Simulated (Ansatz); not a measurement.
# SnO2: the cost of one run

The runs shown are made with Ansatz 0.2.0. G0W0, plane waves. Simulation only: spin-unpolarised, and no claim that this is the phase found in nature.

### 1 The system as given

The cell was relaxed beforehand with r2SCAN.

It is cubic, Fm-3m (No. 225); conventional cell a = 5.067 Å, 10.84 Å³ an atom. Near Sn stand 8 O at 2.19 Å; near O stand 4 Sn at 2.19 Å.

Structure file:

```
Sn O
1.0
     0.00000    2.53347    2.53347
     2.53347    0.00000    2.53347
     2.53347    2.53347    0.00000
Sn O
1 2
Cartesian
  0.0000 0.0000 0.0000
  1.2667 1.2667 1.2667
  3.8002 3.8002 3.8002
```

### 2 From PBE, 60 empty bands, 80 eV, plasmon_pole_fit_frequency 5

File input.yaml:

```yaml
crystal:
  lattice:
    - [0.0, 2.5334669704, 2.5334669704]
    - [2.5334669704, 0.0, 2.5334669704]
    - [2.5334669704, 2.5334669704, 0.0]
  atoms:
    - { symbol: Sn, position: [0.0, 0.0, 0.0] }
    - { symbol: O, position: [0.25, 0.25, 0.25] }
    - { symbol: O, position: [0.75, 0.75, 0.75] }
kpoints:
  mp_grid: { grid: [4, 4, 4] }
hamiltonian:
  xc: pbe
scf:
  occupations: { method: fixed }
gw:
  n_empty_bands: 60
  ecut_chi: 80
  qp_bands: [v1, c1]
  qp_kpoints: band_edges
  screening: { model: godby_needs }
  plasmon_pole_fit_frequency: 5
```

Command:

```
ansatz run input.yaml --threads 4 --pin off --max-ram 3686MiB --backend cpu --events-out ev --progress --plain --runs-dir out
```

What time and memory should one allow on 4 threads of Arm Neoverse N1, shared host?

About 2.9 s, with a peak of 0.29 GiB.
